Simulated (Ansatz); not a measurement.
# C (Fd-3m) in Ansatz: notebook

One crystal, C, is run at these levels: LDA, PBE, PBEsol, RPBE, revPBE; tasks: projected density of states.

All numbers are computed with Ansatz 0.2.0; they aren't measurements. Logs are shortened: lines on timing, memory, paths and dates and some standing lists are left out, and cuts for length are marked.

## 1. Starting point

It takes space group Fd-3m (No. 227, cubic). Conventional cell: a = 3.567 Å, b = 3.567 Å, c = 3.567 Å, α = 90.00°, β = 90.00°, γ = 90.00°. C (site symmetry -43m) has 4 C at 1.54 Å as nearest neighbours.

This isn't the form of C at room conditions, which is graphite.

## 2. Projected density of states, LDA

input.yaml reads:

```yaml
crystal:
  lattice:
    - [0.0, 1.78337, 1.78337]
    - [1.78337, 0.0, 1.78337]
    - [1.78337, 1.78337, 0.0]
  atoms:
    - { symbol: C, position: [0.75, 0.75, 0.75] }
    - { symbol: C, position: [0.5, 0.5, 0.5] }
hamiltonian:
  xc: lda
  pseudopotentials: { kind: paw }
kpoints:
  mp_grid: { grid: [7, 7, 7] }
scf:
  occupations: { method: fermi_dirac, width: 0.05 }
  n_extra_bands: 6
output:
  forces: true
  stress: true
  eigenvalues: true
  dos: { projected: true, de: 0.05, nscf_kmesh: { grid: [11, 11, 11] } }
```

Potentials or basis: Ansatz PAW.

Run with:

```
ansatz run input.yaml --threads 2 --pin off --max-ram 5632MiB --backend cpu --events-out ev --progress --plain --runs-dir out
```

What it wrote:

```text
Warning: RAYON_NUM_THREADS=2 ignored (pool sized by the plan → 2); use --threads N
scf.n_extra_bands = 6 over 4 filled bands (N_el = 8.0): the run solves 10 bands
Engine: ansatz 0.2.0, x86_64-unknown-linux-gnu
Pseudopotentials: kind: paw
Pseudopotential: C, paw, valence charge 4, recommended cutoff 420 eV (normal), C.paw.azcp
Functional definition: SPW92
  exchange = slater_x
  correlation = pw_c
Crystal: 2 atoms, lattice volume = 11.344 Å³
Basis set: ecut = 420 eV, 229 PW (Γ)
Bands: 10, of which v1, the nominal top of the filled ones, is band 4 counted from 1 (3 counted from 0)
Symmetry: 48 space group operations
Space group: Fd-3m (ITA 227), of the structure as read, at distance tolerance 2.2e-5 Å
k-points: 20 of 343
Non-local potential: C, projectors of the file, l = 0: 2, l = 1: 2, l = 2: 1
PAW form: soft (Blöchl's): semilocal exchange-correlation on the pseudo side does not see the compensation charge
PAW frozen core: C, regenerated for the run's functional, and the local potential with it (the file was generated under x = pbe(κ = 0.804, μ = 0.2195149727645171), c = pbe(β = 0.06672455060314922))
PAW one-centre angular grid: C, 110 points (default); XC on 64 Gauss nodes
Initial density: superposition of atomic densities (neutral atoms: chi_scale 0, normalization atom), corrected by the library's trained network
Initial wavefunctions: pseudopotential atomic-orbital guess
Functional: x = slater, c = lda
SCF iter   1: F=—  HF=-485.969588 eV  |F-HF|=—  |Δ(HF+E_count)|=         —  Δρ=7.14e-3  dr2=1.99e-3  ethr=1.77e-3  ⟨swp⟩=4.6  Hψ=1152  notcnv=0
preconditioner: auto → none  [insulator: Δε(μ)=4.225 eV  Ē_g=23.014 eV  σ=0.050 eV  W_gap=1.00  n_scr=0 (ndim 8)  ℏωp=31.2 eV  f_vac=0.000  D(μ)=0.00/eV (n_scr^D=0)  ε∞_Penn≈2.8]
SCF iter   2: F=—  HF=-485.969104 eV  |F-HF|=—  |Δ(HF+E_count)|=   4.84e-4  Δρ=3.34e-3  dr2=4.34e-4  ethr=2.49e-5  ⟨swp⟩=1.1  Hψ=363  notcnv=0  defer=9
SCF iter   3: F=—  HF=-485.968984 eV  |F-HF|=—  |Δ(HF+E_count)|=   1.20e-4  Δρ=1.52e-4  dr2=2.45e-6  ethr=5.42e-6  ⟨swp⟩=1.0  Hψ=164  notcnv=0  defer=9
SCF iter   4: F=—  HF=-485.968985 eV  |F-HF|=—  |Δ(HF+E_count)|=   1.03e-7  Δρ=7.14e-5  dr2=4.92e-7  ethr=3.06e-8  ⟨swp⟩=2.0  Hψ=229  notcnv=0  defer=9
iter 5 did not close the SCF: its close was put off for the readings that it lacked (scf_convergence_deferred on its scf_iter line)
SCF iter   5: F=-485.968984 eV  HF=-485.968984 eV  |F-HF|=1.07e-8  |Δ(HF+E_count)|=   1.60e-7  Δρ=1.35e-5  dr2=1.68e-8  ethr=6.15e-9  ⟨swp⟩=2.0  Hψ=240  notcnv=0  defer=9
SCF iter   6: F=-485.968984 eV  HF=-485.968984 eV  |F-HF|=1.41e-10  |Δ(HF+E_count)|=   7.70e-9  Δρ=2.03e-6  dr2=2.64e-10  ethr=2.11e-10  ⟨swp⟩=3.8  Hψ=827  notcnv=0
SCF 1 converged in 6 iterations: F = -485.968984 eV  dr2 = 2.64e-10
NSCF: frozen V_eff on 56 k-points
SCF converged after 6 iterations
Free energy (F): -485.968984 eV
Harris-Foulkes:  -485.968984 eV  (|F-HF|=1.41e-10)
Internal energy: -485.968984 eV  (E = F + TS)
E sigma→0 (E₀):  -485.968984 eV
Fermi energy:    15.149036 eV
--- Per-component energies (eV) ---
  E_band       = 33.232673
  E_kinetic    = 184.451580
  E_local      = -124.353206  (includes V_loc(G=0)·N_el)
  E_nonlocal   = 55.374599
  E_hartree    = 26.565604
  E_xc         = -96.664495
  E_vxc        = -120.322541  (∫ρ·V_xc dr)
  E_paw        = -183.507389  (= ΣΔE_a)
  E_vpaw       = -15.048856  (= ΣTr[D̂ρ^β])
  E_aug_tail   = 0.000021  (compensation charges beyond the density's cutoff)
  E_ewald      = -347.961363
  E_core_change = 0.125665  (= ΣΔE_core)
  E_smearing   = -0.000000  (= −TS)
  E_closure    = 0.000000  (closes the sum)
  Σ components = -485.968984   (vs F -485.968984, Δ=0.00e0)
--- Forces (eV/Å), atoms counted from 1 ---
  atom   1  C      0.00000000    -0.00000000     0.00000000
  atom   2  C      0.00000000     0.00000000    -0.00000000
  max |Σ_I F_I| component: 1.30e-16 eV/Å
--- Stress (GPa, compression-positive) ---
      -13.081292      -0.000000      -0.000000
        0.000000     -13.081292      -0.000000
        0.000000       0.000000     -13.081292
  P = ⅓ Tr σ = -13.0813 GPa (-130.813 kbar)
--- Band table (eV; the first three rows and the last of 20) ---
  k-point 0: bands = ["-8.2647", "13.0633", "13.0633", "13.0633", "18.6023", "18.6023", "18.6023", "26.5607", "32.0281", "39.6890"]
  k-point 1: bands = ["-7.7013", "10.1128", "12.2526", "12.2526", "19.6596", "19.6596", "20.1399", "26.9458", "32.8040", "36.1495"]
  k-point 2: bands = ["-6.0335", "5.3180", "11.0484", "11.0484", "21.0430", "21.0430", "21.4837", "27.8408", "33.5264", "35.5764"]
  k-point 19: bands = ["0.2388", "1.8650", "3.8775", "6.4573", "21.1207", "24.6571", "25.8023", "26.6237", "32.0803", "35.6275"]
```

Wall time 0.32 s (2 threads of Intel Xeon Platinum 8488C (Sapphire Rapids), shared host); peak memory 0.27 GiB.

Results:

```
Free energy            : -485.9690 eV
Pressure               : -13.1 GPa
Band gap on the k mesh : 4.23 eV, indirect (least direct gap 5.54 eV)
```

States per cell in windows of 1 eV (zero at the valence-band top; states under -8 eV left out):
```tsv
from (eV)	total	C 2p	C 2s
-8.0	0.54	0.47	0.07
-7.0	0.71	0.65	0.06
-6.0	0.78	0.73	0.05
-5.0	0.72	0.69	0.03
-4.0	0.69	0.66	0.02
-3.0	0.43	0.41	0.01
-2.0	0.22	0.22	0.01
-1.0	0.07	0.07	0.00
0.0	0.00	0.00	0.00
1.0	0.00	0.00	0.00
2.0	0.00	0.00	0.00
3.0	0.00	0.00	0.00
4.0	0.09	0.05	0.04
5.0	0.37	0.22	0.11
6.0	0.57	0.38	0.12
7.0	0.90	0.64	0.14
```

Caveat: the k mesh is coarse (spacing up to 0.44 Å⁻¹), so the values aren't converged; odd divisions of the mesh miss points on the zone boundary, where band edges often lie, so the gap on the mesh can be too wide; the pressure holds a Pulay correction of +1.3 GPa for the finite cutoff; the PAW data sets come from PBE, with cores solved anew for the run's functional, which leaves a small shift of forces and pressure; the density of states is complete only up to the lowest level of the last band computed. A k mesh can miss the band edges.

## 3. Projected density of states, PBE

Edit input.yaml of step 2 so:

```diff
@@ -9,3 +9,3 @@
 hamiltonian:
-  xc: lda
+  xc: pbe
   pseudopotentials: { kind: paw }
```

Potentials or basis: Ansatz PAW.

Run with:

```
ansatz run input.yaml --threads 2 --pin off --max-ram 5632MiB --backend cpu --events-out ev --progress --plain --runs-dir out
```

What it wrote:

```text
Warning: RAYON_NUM_THREADS=2 ignored (pool sized by the plan → 2); use --threads N
scf.n_extra_bands = 6 over 4 filled bands (N_el = 8.0): the run solves 10 bands
[... 3 set-up lines as earlier in the session ...]
Functional definition: PBE
  parameter kappa = 0.804
  parameter beta = 0.06672455060314922
  exchange = pbe_x(kappa = kappa, mu = beta*pi^2/3)
  correlation = pbe_c(beta = beta)
Crystal: 2 atoms, lattice volume = 11.344 Å³
Basis set: ecut = 420 eV, 229 PW (Γ), exchange–correlation on 36×36×36 points (8 copies of the dense FFT grid, shifted against one another)
Bands: 10, of which v1, the nominal top of the filled ones, is band 4 counted from 1 (3 counted from 0)
[... 2 set-up lines as earlier in the session ...]
k-points: 20 of 343
[... 5 set-up lines as earlier in the session ...]
Functional: x = pbe(κ = 0.804, μ = 0.2195149727645171), c = pbe(β = 0.06672455060314922)
SCF iter   1: F=—  HF=-501.612852 eV  |F-HF|=—  |Δ(HF+E_count)|=         —  Δρ=1.75e-3  dr2=9.61e-5  ethr=1.77e-3  ⟨swp⟩=4.7  Hψ=1162  notcnv=0
preconditioner: auto → none  [insulator: Δε(μ)=4.280 eV  Ē_g=23.226 eV  σ=0.050 eV  W_gap=1.00  n_scr=0 (ndim 8)  ℏωp=31.2 eV  f_vac=0.000  D(μ)=0.00/eV (n_scr^D=0)  ε∞_Penn≈2.8]
SCF iter   2: F=—  HF=-501.612940 eV  |F-HF|=—  |Δ(HF+E_count)|=   8.80e-5  Δρ=9.36e-4  dr2=3.19e-5  ethr=1.20e-6  ⟨swp⟩=2.0  Hψ=429  notcnv=0  defer=8
SCF iter   3: F=—  HF=-501.612988 eV  |F-HF|=—  |Δ(HF+E_count)|=   4.81e-5  Δρ=2.04e-4  dr2=3.21e-6  ethr=3.99e-7  ⟨swp⟩=2.0  Hψ=243  notcnv=0  defer=8
SCF iter   4: F=—  HF=-501.612987 eV  |F-HF|=—  |Δ(HF+E_count)|=   9.91e-7  Δρ=8.17e-5  dr2=4.97e-7  ethr=4.01e-8  ⟨swp⟩=1.6  Hψ=192  notcnv=0  defer=8
iter 5 did not close the SCF: its close was put off for the readings that it lacked (scf_convergence_deferred on its scf_iter line)
SCF iter   5: F=-501.612987 eV  HF=-501.612987 eV  |F-HF|=2.15e-10  |Δ(HF+E_count)|=   1.58e-7  Δρ=2.84e-6  dr2=3.68e-10  ethr=6.21e-9  ⟨swp⟩=2.3  Hψ=242  notcnv=0  defer=8
SCF iter   6: F=-501.612987 eV  HF=-501.612987 eV  |F-HF|=1.21e-11  |Δ(HF+E_count)|=  1.55e-10  Δρ=3.03e-7  dr2=6.47e-12  ethr=4.60e-12  ⟨swp⟩=3.9  Hψ=828  notcnv=0
SCF 1 converged in 6 iterations: F = -501.612987 eV  dr2 = 6.47e-12
NSCF: frozen V_eff on 56 k-points
SCF converged after 6 iterations
Free energy (F): -501.612987 eV
Harris-Foulkes:  -501.612987 eV  (|F-HF|=1.21e-11)
Internal energy: -501.612987 eV  (E = F + TS)
E sigma→0 (E₀):  -501.612987 eV
Fermi energy:    15.422565 eV
--- Per-component energies (eV) ---
  E_band       = 34.716508
  E_kinetic    = 184.554490
  E_local      = -122.420438  (includes V_loc(G=0)·N_el)
  E_nonlocal   = 53.315402
  E_hartree    = 26.776368
  E_xc         = -97.429939
  E_vxc        = -120.955168  (∫ρ·V_xc dr)
  E_paw        = -198.447525  (= ΣΔE_a)
  E_vpaw       = -13.330549  (= ΣTr[D̂ρ^β])
  E_aug_tail   = 0.000018  (compensation charges beyond the density's cutoff)
  E_ewald      = -347.961363
  E_smearing   = -0.000000  (= −TS)
  E_closure    = 0.000000  (closes the sum)
  Σ components = -501.612987   (vs F -501.612987, Δ=0.00e0)
--- Forces (eV/Å), atoms counted from 1 ---
  atom   1  C     -0.00000000    -0.00000000     0.00000000
  atom   2  C     -0.00000000    -0.00000000     0.00000000
  max |Σ_I F_I| component: 6.48e-17 eV/Å
--- Stress (GPa, compression-positive) ---
        1.796426      -0.000000       0.000000
        0.000000       1.796426       0.000000
        0.000000      -0.000000       1.796426
  P = ⅓ Tr σ = 1.7964 GPa (17.964 kbar)
--- Band table (eV; the first three rows and the last of 20) ---
  k-point 0: bands = ["-8.1618", "13.3177", "13.3177", "13.3177", "18.9113", "18.9113", "18.9113", "26.5957", "32.5712", "39.8363"]
  k-point 1: bands = ["-7.5980", "10.3384", "12.5060", "12.5060", "19.9745", "19.9745", "20.4255", "27.0778", "33.3740", "36.4582"]
  k-point 2: bands = ["-5.9307", "5.5131", "11.2976", "11.2976", "21.3707", "21.3707", "21.6679", "28.2079", "34.0858", "35.9088"]
  k-point 19: bands = ["0.2961", "1.9644", "4.1716", "6.7204", "21.4717", "25.0804", "26.0876", "26.9318", "32.5813", "36.1763"]
```

dos.tsv:

```text
# E-E_F[eV]	g_bin_mean(E)[states/eV]	N(E)
# format = ansatz-dos/2
# fermi_ev = 15.378216
# fermi_mp_grid = 11 11 11
# fermi_mp_shift = 0 0 0
# nscf_kmesh_grid = 11 11 11
# nscf_kmesh_shift = 0 0 0
# g_bin_mean(E): the states in a bin one row spacing wide, centred on E, divided by that spacing. States that the method places at a single energy (under output.dos.method: tetrahedron, those of a tetrahedron whose four corners have one energy) are counted whole in the row whose bin holds that energy (on the edge of two bins, in the lower row). The sum of g_bin_mean over a run of rows, times the row spacing, is the number of states from half a spacing under the first of them to half a spacing over the last (a plain sum, not the trapezoid rule).
-24.040063	0.000000e0	0.000000e0
-23.990063	0.000000e0	0.000000e0
-23.940063	0.000000e0	0.000000e0
-23.890063	0.000000e0	0.000000e0
-23.840063	0.000000e0	0.000000e0
-23.790063	0.000000e0	0.000000e0
[... 973 lines left out ...]
24.909937	0.000000e0	2.000000e1
24.959937	0.000000e0	2.000000e1
```

pdos.tsv:

```text
# format = ansatz-pdos/7
# g_bin_mean(E): the states in a bin one row spacing wide, centred on E, divided by that spacing. States that the method places at a single energy (under output.dos.method: tetrahedron, those of a tetrahedron whose four corners have one energy) are counted whole in the row whose bin holds that energy (on the edge of two bins, in the lower row). The sum of g_bin_mean over a run of rows, times the row spacing, is the number of states from half a spacing under the first of them to half a spacing over the last (a plain sum, not the trapezoid rule).
[... 2982 lines left out ...]
-23.790063	0.000000e0	0.000000e0	0.000000e0	0.000000e0
[... 973 lines left out ...]
24.909937	0.000000e0	0.000000e0	0.000000e0	0.000000e0
24.959937	0.000000e0	0.000000e0	0.000000e0	0.000000e0
```

It took 0.32 s on 2 threads of Intel Xeon Platinum 8488C (Sapphire Rapids), shared host; peak memory 0.28 GiB.

What came out:

```yaml
Free_energy: -501.6130 eV
Pressure: 1.8 GPa
Band_gap_on_the_k_mesh: 4.27 eV, indirect (least direct gap 5.59 eV)
```

States per cell in windows of 1 eV (zero at the valence-band top; states under -8 eV left out):
```
from (eV)  total  C 2p  C 2s
     -8.0   0.54  0.47  0.07
     -7.0   0.70  0.64  0.06
     -6.0   0.78  0.73  0.05
     -5.0   0.72  0.68  0.03
     -4.0   0.68  0.66  0.02
     -3.0   0.42  0.41  0.01
     -2.0   0.22  0.21  0.01
     -1.0   0.07  0.07  0.00
      0.0   0.00  0.00  0.00
      1.0   0.00  0.00  0.00
      2.0   0.00  0.00  0.00
      3.0   0.00  0.00  0.00
      4.0   0.08  0.04  0.03
      5.0   0.35  0.21  0.10
      6.0   0.55  0.37  0.12
      7.0   0.85  0.60  0.14
```

Caveat: the k mesh is coarse (spacing up to 0.44 Å⁻¹), so the values aren't converged; odd divisions of the mesh miss points on the zone boundary, where band edges often lie, so the gap on the mesh can be too wide; the pressure holds a Pulay correction of +1.0 GPa for the finite cutoff; the density of states is complete only up to the lowest level of the last band computed.

## 4. Projected density of states, PBEsol

Edit input.yaml of step 3 so:

```diff
@@ -9,3 +9,3 @@
 hamiltonian:
-  xc: pbe
+  xc: pbesol
   pseudopotentials: { kind: paw }
```

Potentials or basis: Ansatz PAW.

Run with:

```
ansatz run input.yaml --threads 2 --pin off --max-ram 5632MiB --backend cpu --events-out ev --progress --plain --runs-dir out
```

What it wrote:

```text
Warning: RAYON_NUM_THREADS=2 ignored (pool sized by the plan → 2); use --threads N
scf.n_extra_bands = 6 over 4 filled bands (N_el = 8.0): the run solves 10 bands
[... 3 set-up lines as earlier in the session ...]
Functional definition: PBEsol
  exchange = pbesol_x
  correlation = pbesol_c
Crystal: 2 atoms, lattice volume = 11.344 Å³
Basis set: ecut = 420 eV, 229 PW (Γ), exchange–correlation on 36×36×36 points (8 copies of the dense FFT grid, shifted against one another)
Bands: 10, of which v1, the nominal top of the filled ones, is band 4 counted from 1 (3 counted from 0)
[... 2 set-up lines as earlier in the session ...]
k-points: 20 of 343
[... 6 set-up lines as earlier in the session ...]
Functional: x = pbesol(κ = 0.804, μ = 0.12345679012345678), c = pbesol(β = 0.046)
SCF iter   1: F=—  HF=-493.332112 eV  |F-HF|=—  |Δ(HF+E_count)|=         —  Δρ=5.27e-3  dr2=2.59e-3  ethr=1.77e-3  ⟨swp⟩=4.6  Hψ=1151  notcnv=0
preconditioner: auto → none  [insulator: Δε(μ)=4.101 eV  Ē_g=23.136 eV  σ=0.050 eV  W_gap=1.00  n_scr=0 (ndim 8)  ℏωp=31.2 eV  f_vac=0.000  D(μ)=0.00/eV (n_scr^D=0)  ε∞_Penn≈2.8]
SCF iter   2: F=—  HF=-493.331473 eV  |F-HF|=—  |Δ(HF+E_count)|=   6.39e-4  Δρ=2.15e-3  dr2=4.32e-4  ethr=3.24e-5  ⟨swp⟩=1.1  Hψ=363  notcnv=0  defer=8
SCF iter   3: F=—  HF=-493.331395 eV  |F-HF|=—  |Δ(HF+E_count)|=   7.81e-5  Δρ=2.11e-4  dr2=3.09e-6  ethr=5.40e-6  ⟨swp⟩=2.0  Hψ=243  notcnv=0  defer=8
SCF iter   4: F=—  HF=-493.331397 eV  |F-HF|=—  |Δ(HF+E_count)|=   1.31e-6  Δρ=4.00e-5  dr2=1.25e-7  ethr=3.86e-8  ⟨swp⟩=2.0  Hψ=244  notcnv=0  defer=8
iter 5 did not close the SCF: its close was put off for the readings that it lacked (scf_convergence_deferred on its scf_iter line)
SCF iter   5: F=-493.331397 eV  HF=-493.331397 eV  |F-HF|=9.23e-10  |Δ(HF+E_count)|=   4.76e-8  Δρ=5.28e-6  dr2=1.88e-9  ethr=1.56e-9  ⟨swp⟩=2.0  Hψ=243  notcnv=0  defer=8
SCF iter   6: F=-493.331397 eV  HF=-493.331397 eV  |F-HF|=0.00e0  |Δ(HF+E_count)|=  6.65e-10  Δρ=7.02e-8  dr2=3.10e-13  ethr=2.35e-11  ⟨swp⟩=3.9  Hψ=830  notcnv=0
SCF 1 converged in 6 iterations: F = -493.331397 eV  dr2 = 3.10e-13
NSCF: frozen V_eff on 56 k-points
SCF converged after 6 iterations
Free energy (F): -493.331397 eV
Harris-Foulkes:  -493.331397 eV  (|F-HF|=0.00e0)
Internal energy: -493.331397 eV  (E = F + TS)
E sigma→0 (E₀):  -493.331397 eV
Fermi energy:    15.330333 eV
--- Per-component energies (eV) ---
  E_band       = 34.290159
  E_kinetic    = 183.935672
  E_local      = -121.654263  (includes V_loc(G=0)·N_el)
  E_nonlocal   = 53.369998
  E_hartree    = 26.314374
  E_xc         = -96.717111
  E_vxc        = -120.431872  (∫ρ·V_xc dr)
  E_paw        = -190.660922  (= ΣΔE_a)
  E_vpaw       = -13.558138  (= ΣTr[D̂ρ^β])
  E_aug_tail   = 0.000019  (compensation charges beyond the density's cutoff)
  E_ewald      = -347.961363
  E_core_change = 0.042201  (= ΣΔE_core)
  E_smearing   = -0.000000  (= −TS)
  E_closure    = 0.000000  (closes the sum)
  Σ components = -493.331397   (vs F -493.331397, Δ=0.00e0)
--- Forces (eV/Å), atoms counted from 1 ---
  atom   1  C      0.00000000    -0.00000000     0.00000000
  atom   2  C      0.00000000    -0.00000000     0.00000000
  max |Σ_I F_I| component: 7.40e-17 eV/Å
--- Stress (GPa, compression-positive) ---
       -4.786127       0.000000      -0.000000
       -0.000000      -4.786127      -0.000000
       -0.000000       0.000000      -4.786127
  P = ⅓ Tr σ = -4.7861 GPa (-47.861 kbar)
--- Band table (eV; the first three rows and the last of 20) ---
  k-point 0: bands = ["-8.2310", "13.2914", "13.2914", "13.2914", "18.8310", "18.8310", "18.8310", "26.6037", "32.2083", "39.7326"]
  k-point 1: bands = ["-7.6656", "10.2954", "12.4736", "12.4736", "19.8994", "19.8994", "20.3533", "27.0541", "33.0263", "36.2488"]
  k-point 2: bands = ["-5.9924", "5.4521", "11.2615", "11.2615", "21.2869", "21.2869", "21.6112", "28.0882", "33.7714", "35.7012"]
  k-point 19: bands = ["0.2859", "1.9395", "4.0485", "6.6362", "21.3055", "24.9139", "26.0389", "26.8562", "32.4020", "36.0057"]
```

dos.tsv:

```text
# E-E_F[eV]	g_bin_mean(E)[states/eV]	N(E)
# format = ansatz-dos/2
# fermi_ev = 15.288123
# fermi_mp_grid = 11 11 11
# fermi_mp_shift = 0 0 0
# nscf_kmesh_grid = 11 11 11
# nscf_kmesh_shift = 0 0 0
# g_bin_mean(E): the states in a bin one row spacing wide, centred on E, divided by that spacing. States that the method places at a single energy (under output.dos.method: tetrahedron, those of a tetrahedron whose four corners have one energy) are counted whole in the row whose bin holds that energy (on the edge of two bins, in the lower row). The sum of g_bin_mean over a run of rows, times the row spacing, is the number of states from half a spacing under the first of them to half a spacing over the last (a plain sum, not the trapezoid rule).
-24.019116	0.000000e0	0.000000e0
-23.969116	0.000000e0	0.000000e0
-23.919116	0.000000e0	0.000000e0
-23.869116	0.000000e0	0.000000e0
-23.819116	0.000000e0	0.000000e0
-23.769116	0.000000e0	0.000000e0
[... 973 lines left out ...]
24.930884	0.000000e0	2.000000e1
24.980884	0.000000e0	2.000000e1
```

Wall time 0.34 s (2 threads of Intel Xeon Platinum 8488C (Sapphire Rapids), shared host); peak memory 0.27 GiB.

What came out:

| Quantity | Value |
| --- | --- |
| Free energy | -493.3314 eV |
| Pressure | -4.8 GPa |
| Band gap on the k mesh | 4.13 eV, indirect (least direct gap 5.54 eV) |

States per cell in windows of 1 eV (zero at the valence-band top; states under -8 eV left out):
```
from (eV)  total  C 2p  C 2s
     -8.0   0.55  0.48  0.07
     -7.0   0.72  0.66  0.06
     -6.0   0.76  0.72  0.05
     -5.0   0.71  0.68  0.03
     -4.0   0.67  0.65  0.02
     -3.0   0.40  0.39  0.01
     -2.0   0.21  0.20  0.01
     -1.0   0.06  0.06  0.00
      0.0   0.00  0.00  0.00
      1.0   0.00  0.00  0.00
      2.0   0.00  0.00  0.00
      3.0   0.00  0.00  0.00
      4.0   0.12  0.07  0.05
      5.0   0.39  0.24  0.11
      6.0   0.57  0.38  0.12
      7.0   0.94  0.67  0.14
```

Caveat: the k mesh is coarse (spacing up to 0.44 Å⁻¹), so the values aren't converged; odd divisions of the mesh miss points on the zone boundary, where band edges often lie, so the gap on the mesh can be too wide; the pressure holds a Pulay correction of +1.0 GPa for the finite cutoff; the PAW data sets come from PBE, with cores solved anew for the run's functional, which leaves a small shift of forces and pressure; the density of states is complete only up to the lowest level of the last band computed. A hybrid or GW would open this gap; PBEsol tends to underestimate it.

[end of part 1 of 2]
